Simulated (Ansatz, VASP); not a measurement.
This is a calculation of Ga for Ansatz 0.2.0.

Contents of input.yaml:

```yaml
crystal:
  lattice:
    - [-1.3561377546, 1.3561377546, 2.2640427644]
    - [1.3561377546, -1.3561377546, 2.2640427644]
    - [1.3561377546, 1.3561377546, -2.2640427644]
  atoms:
    - { symbol: Ga, position: [0.0, 0.0, 0.0] }
hamiltonian:
  xc: pbesol
  pseudopotentials: { kind: paw }
kpoints:
  mp_grid: { grid: [13, 13, 13] }
scf:
  occupations: { method: fermi_dirac, width: 0.05 }
output:
  forces: true
  stress: true
  eigenvalues: true
```

Potentials or basis: Ansatz PAW.

Run with:

```bash
$ ansatz run input.yaml --threads 1 --pin off --max-ram 3584MiB --backend cpu --events-out ev --progress --plain --runs-dir out
```

Q: Set up the same calculation for VASP 6.6.1. Potentials there: VASP PAW PBE potentials, release 64 (Ga_d).

A: As run (the cutoff follows the program's own potentials):

The input INCAR:

```
SYSTEM = Ga
PREC = Accurate
ENCUT = 520
EDIFF = 1E-7
ISMEAR = -1
SIGMA = 0.05
LREAL = .False.
LASPH = .True.
NELM = 80
ALGO = Normal
ISIF = 2
LWAVE = .False.
LCHARG = .False.
GGA = PS
NBANDS = 12
```

File KPOINTS:

```
regular mesh
0
Gamma
  13 13 13
  0 0 0
```

File POSCAR:

```
Ga
1.0
   -1.3561377546      1.3561377546      2.2640427644
    1.3561377546     -1.3561377546      2.2640427644
    1.3561377546      1.3561377546     -2.2640427644
Ga
1
Direct
    0.0000000000      0.0000000000      0.0000000000
```

Potentials or basis: VASP PAW PBE potentials, release 64 (Ga_d).

Run with:

```console
$ cat potpaw_PBE.64/Ga_d/POTCAR > POTCAR
$ mpirun -np 1 vasp_std > vasp.out
```

Both were run:

|  | VASP | Ansatz | Ansatz less VASP |
| --- | --- | --- | --- |
| gap on the k mesh at the Fermi level (eV) | none | none | - |
| pressure (GPa) | 4.2 | 4.1 | -0.10 |
| largest component of the traceless stress (GPa) | 0.66 | 0.65 | -0.010 |

A gap of «none» marks a metal or a gap that the smearing closes.

Caveats: the PAW data sets were made with another functional, which shifts forces and pressure a little (VASP); the PAW data sets come from PBE, with cores solved anew for the run's functional, which leaves a small shift of forces and pressure (Ansatz).
